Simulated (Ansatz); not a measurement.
Below is a relaxed structure of P. The cell was found from a structure generator's guess, not taken from experiment.

All numbers below come from DFT PBE, scalar-relativistic, plane waves, PAW in Ansatz 0.2.0. Cutoff 420 eV, Γ-centred mesh, Gaussian smearing, no spin polarisation.

```
CELL_PARAMETERS angstrom
2.44480 0.00000 0.00000
0.00000 2.44480 0.00000
0.00000 0.00000 2.44480
ATOMIC_POSITIONS crystal
P 0.00000 0.00000 0.00000
```

Energies count from the standard state of P at the same level. The references include black phosphorus.

(1) What space group does it have?

(2) How far does it lie from the standard state of P?

(3) Is it a metal?

## Answers

(1) Pm-3m (No. 221), the simple cubic type. Conventional cell: a = 2.445 Å. Around P lie 6 P at 2.44 Å.

(2) +0.09 eV/atom. So it is a metastable form at best.

(3) Yes, bands cross the Fermi level on the 22×22×22 mesh.

The last run used a 22×22×22 mesh for its 1-atom cell and Gaussian smearing of 0.10 eV. The reference form of P is held partly by dispersion forces, which this level lacks. A later test with randomly moved atoms ended 2 meV/atom higher, in P4/mmm at a loose tolerance, which is no clear verdict on its stability.
